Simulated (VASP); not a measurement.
BN, 4 atoms in the cell. The structure is hexagonal, space group P6_3/mmc (No. 194). Conventional cell: a = 2.507 Å, b = 2.507 Å, c = 6.574 Å, α = 90.00°, β = 90.00°, γ = 120.00°. B (site symmetry -6m2) is surrounded by 3 N at 1.45 Å. Around N (site symmetry -6m2) lie 3 B at 1.45 Å. 

- Program: VASP 6.6.1
- Task: band structure
- Functional: r2SCAN
- Potentials or basis: VASP PAW PBE potentials, release 64 (B, N)
- Cutoff: 520 eV
- k mesh: 12 × 12 × 4
- Occupations: gaussian, width 0.03 eV
- Spin: no spin polarisation
- Further INCAR settings: ALGO = Normal; EDIFF = 1e-06; NBANDS = 16

Potentials or basis: VASP PAW PBE potentials, release 64 (B, N).

Run with:

```console
$ cat potpaw_PBE.64/B/POTCAR potpaw_PBE.64/N/POTCAR > POTCAR
$ mpirun -np 1 vasp_std > vasp.out
```

Hardware: 1 thread of Intel(R) Xeon(R) Platinum 8488C (Sapphire Rapids) (shared host).

Q: How long does it take, and how much memory?

A: It took 2.9 min on 1 thread of Intel(R) Xeon(R) Platinum 8488C (Sapphire Rapids), with other jobs on the host, peak memory 0.19 GiB. Counts: scf iterations 42, k points 57.
